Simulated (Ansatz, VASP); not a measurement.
**TiB: VASP beside Ansatz**

```xyz
2
Lattice="0.0000 2.5325 2.5325 2.5325 0.0000 2.5325 2.5325 2.5325 0.0000" Properties=species:S:1:pos:R:3 pbc="T T T"
Ti    3.7988    3.7988    3.7988
B     0.0000    0.0000    0.0000
```

Alike in both runs: task single point; functional PBEsol; k mesh 14 × 14 × 14; occupations gaussian, width 0.1 eV; no spin polarisation.

|  | VASP | Ansatz |
| --- | --- | --- |
| version | VASP 6.6.1 | Ansatz 0.2.0 |
| potentials or method | VASP PAW PBE potentials, release 64 (Ti_sv, B) | scalar-relativistic, plane waves, PAW |
| plane-wave cutoff (eV) | 520 | 420 |
| valence electrons in the cell | 15 | 15 |

|  | VASP | Ansatz | Ansatz less VASP |
| --- | --- | --- | --- |
| gap on the k mesh at the Fermi level (eV) | none | none | - |
| pressure (GPa) | -8.6 | -8.6 | -0.03 |

A gap of «none» marks a metal or a gap that the smearing closes.

Caveats: the PAW data sets were made with another functional, which shifts forces and pressure a little (VASP).
